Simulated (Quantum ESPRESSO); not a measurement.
**MgO: dielectric tensor and Born charges under several settings**

```
Mg O
1.0
     0.00000    2.09700    2.09700
     2.09700    0.00000    2.09700
     2.09700    2.09700    0.00000
Mg O
1 1
Cartesian
  0.0000 0.0000 0.0000
  2.0970 2.0970 2.0970
```

The cell is a database's computed one.

All runs used Quantum ESPRESSO 7.5; k mesh 8 × 8 × 8, shifted; given cell; no spin polarisation; cutoff 1143 eV; occupations smeared at first, fixed for the response.

```csv
level,potentials,pressure (GPa),ε∞ (diagonal),Born charge of atom 1 (e)
LDA,PseudoDojo 0.4.1 SR LDA standard,?,?,?
PBE,PseudoDojo 0.4.1 SR PBE standard,6.7,3.18,1.98
PBEsol,PseudoDojo 0.4.1 SR PBEsol standard,2.3,3.22,1.98
WC,PseudoDojo 0.4.1 SR PBE standard,3.1,3.21,1.98
BLYP,PseudoDojo 0.4.1 SR PBE standard,9.6,3.09,1.99
AM05,PseudoDojo 0.4.1 SR PBE standard,3.5,3.22,1.98
```

Q: What stands in the row left open?

A: Pressure -4.0 GPa; ε∞ 3.20; Born charge of atom 1 1.98 e.

Caveats: the cell is more than 3 GPa from zero pressure, which shifts response properties (some runs); the potentials were made for another functional, which shifts forces and pressure (some runs).

For the row left open. Caveat: the cell is more than 3 GPa from zero pressure, which shifts response properties.
